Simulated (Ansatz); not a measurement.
The system is Te2Mo.

```xyz
6
Lattice="3.5182 0.0000 0.0000 -1.7591 3.0469 0.0000 0.0000 0.0000 13.9736" Properties=species:S:1:pos:R:3 pbc="T T T"
Te    1.7591    1.0156    5.2960
Te    0.0000    2.0312   12.2828
Te    1.7591    1.0156    1.6908
Te    0.0000    2.0312    8.6776
Mo    1.7591    1.0156   10.4802
Mo    0.0000    2.0312    3.4934
```

Base run:

- Program: Ansatz 0.2.0
- Functional: PBEsol
- Potentials or basis: Ansatz PAW
- Cutoff: 420 eV
- Density cutoff: 1680 eV
- k mesh: 9 × 9 × 2
- Occupations: fermi-dirac, width 0.05 eV
- Spin: no spin polarisation
- Hubbard terms: Mo d U = 6 eV

Its results: band gap on the k mesh 0.70 eV, indirect (least direct gap 0.78 eV); pressure -1.8 GPa; largest force 0.205 eV/Å.

Q: After a change of settings the same cell gave: band gap on the k mesh 0.77 eV, indirect (least direct gap 0.97 eV); pressure -1.6 GPa; largest force 0.161 eV/Å. Which change was it?
A. hubbard terms from Mo d U = 6 eV to Mo d U = 4 eV
B. functional from PBEsol to r2SCAN; cutoff from 420 eV to 500 eV; density cutoff from 1680 eV to 2000 eV; hubbard terms from Mo d U = 6 eV to Mo d U = 7 eV
C. functional from PBEsol to RPBE; hubbard terms from Mo d U = 6 eV to none; hubbard projectors from ortho-atomic (the default) to none
D. functional from PBEsol to BPBE; hubbard terms from Mo d U = 6 eV to none; hubbard projectors from ortho-atomic (the default) to none

A: A.

Caveats: odd divisions of the mesh miss points on the zone boundary, where band edges often lie, so the gap on the mesh can be too wide; spin-orbit coupling is left out, which moves the levels of the heavy elements; this functional lacks dispersion, which binds the layers, so the pressure and a relaxed spacing across them are unreliable; the PAW data sets come from PBE, with cores solved anew for the run's functional, which leaves a small shift of forces and pressure; the U is typed as a test and isn't derived for this compound; the density of states is complete only up to the lowest level of the last band computed.

Not every run made on this cell is shown here.
